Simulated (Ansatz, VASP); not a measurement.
# One calculation of PbSe, two programs

```xyz
2
Lattice="0.0000 3.0988 3.0988 3.0988 0.0000 3.0988 3.0988 3.0988 0.0000" Properties=species:S:1:pos:R:3 pbc="T T T"
Pb    3.0988    3.0988    3.0988
Se    0.0000    0.0000    0.0000
```

Alike in both runs: task single point; functional BLYP; dispersion D3(BJ); k mesh 6 × 6 × 6; occupations gaussian, width 0.05 eV; no spin polarisation.

|  | VASP | Ansatz |
| --- | --- | --- |
| version | VASP 6.6.1 | Ansatz 0.2.0 |
| potentials or method | VASP PAW PBE potentials, release 64 (Pb_d, Se) | scalar-relativistic, plane waves, PAW |
| plane-wave cutoff (eV) | 520 | 420 |
| valence electrons in the cell | 20 | 30 |

|  | VASP | Ansatz | Ansatz less VASP |
| --- | --- | --- | --- |
| gap on the k mesh at the Fermi level (eV) | 0.50 | 0.52 | +0.016 |
| least direct gap on the mesh (eV) | 0.50 | 0.52 | +0.016 |
| pressure (GPa) | -0.8 | -0.9 | -0.15 |
| dispersion energy (meV/atom) | -833.4 | -833.5 | -0.10 |

The two sets of potentials don't hold the same shells in valence.

Caveats: the PAW data sets were made with another functional, which shifts forces and pressure a little (VASP); spin-orbit coupling is left out, which as a rule narrows the gap of such compounds by several tenths of an eV. A k mesh can miss the band edges.
